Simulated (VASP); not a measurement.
Write the native input for VASP 6.6.1 that does the following.

```
Task                   : relaxation of cell and atoms
Functional             : PBEsol
Potentials or basis    : VASP PAW PBE potentials, release 64 (Al)
Cutoff                 : 600 eV
k mesh                 : 11 × 11 × 11
Occupations            : fermi-dirac, width 0.05 eV
Spin                   : no spin polarisation
Further INCAR settings : ALGO = Fast; EDIFF = 1e-06; IBRION = 2; EDIFFG = -0.005; NSW = 40; ISIF = 3
```

The structure of Al lies in POSCAR:

```
Al
1.0
    0.0000000000      2.0248050000      2.0248050000
    2.0248050000      0.0000000000      2.0248050000
    2.0248050000      2.0248050000      0.0000000000
Al
1
Direct
    0.0000000000      0.0000000000      0.0000000000
```

One way to write it, as run:

INCAR

```
  PREC = Accurate
  ENCUT = 600
  EDIFF = 1E-6
  ISMEAR = -1
  SIGMA = 0.05
  LREAL = False
  LASPH = True
  NELM = 80
  ALGO = Fast
  ISIF = 3
  LWAVE = False
  LCHARG = False
  GGA = PS
  IBRION = 2
  NSW = 40
  EDIFFG = -0.005
  PSTRESS = 0
```

KPOINTS

```
regular mesh
0
Gamma
  11 11 11
```

Potentials or basis: VASP PAW PBE potentials, release 64 (Al).

Run with:

```console
$ cat potpaw_PBE.64/Al/POTCAR > POTCAR
$ mpirun -np 1 vasp_std > vasp.out
```

It gave:

* Relaxed volume: 16.21 Å³/atom
* Relaxed cell: a = 2.841 Å, b = 2.841 Å, c = 2.841 Å, α = 60.00°, β = 60.00°, γ = 60.00°
* Space group after relaxing (to 0.05 Å): Fm-3m (No. 225)
* Energy gained by relaxing: 2.3 meV/atom
* Ionic steps: 3
* Pressure after relaxing: 0.0 GPa
* Band gap on the k mesh: none (metal or under the smearing width)

Caveat: the PAW data sets were made with another functional, which shifts forces and pressure a little.

Wall time 3.9 s on 1 thread of Intel(R) Xeon(R) 6975P-C (Granite Rapids) (shared host), peak memory 0.14 GiB.
